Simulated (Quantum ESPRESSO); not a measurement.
PbSe under changes of volume

One of the cells (27.098 Å³/atom); the others are scaled copies at fixed shape and fractional positions:

```
Pb Se
1.0
     3.78432    0.00000    0.00000
     0.00000    3.78432    0.00000
     0.00000    0.00000    3.78432
Pb Se
1 1
Direct
  0.00000 0.00000 0.00000
  0.50000 0.50000 0.50000
```

Measurements of this composition are mostly on another form, of space group No. 225.

* Program: Quantum ESPRESSO 7.5
* Functional: r2SCAN
* Potentials or basis: SG15 PBE 1.2
* Cutoff: 952 eV
* Density cutoff: 3810 eV
* k mesh: 5 × 5 × 5
* Occupations: fermi-dirac, width 0.05 eV
* Spin: no spin polarisation

```tsv
volume (Å³/atom)	energy over the lowest point (meV/atom)	pressure (GPa)
25.472	7.46	2.3
26.014	1.55	1.0
26.556	0.00	-0.2
27.098	2.33	-1.3
27.640	8.16	-2.2
28.182	?	?
28.724	28.81	-3.9
```

Q: What does the run at 28.182 Å³/atom give?

A: Energy over the lowest point 17.09 meV/atom; pressure -3.1 GPa.

Worked out: A Birch-Murnaghan fit of order 3 (a polynomial in V^(-2/3)) to the other rows has its minimum at 26.49 Å³/atom with B0 = V·E''(V) = 57 GPa and B' = 4.5. It gives 17.09 meV/atom at 28.182 Å³/atom, against the run's 17.09, and -dE/dV = -3.1 GPa, against -3.1.

Energies are extrapolated to zero smearing.

Caveats: the potentials were made for another functional, which shifts forces and pressure.
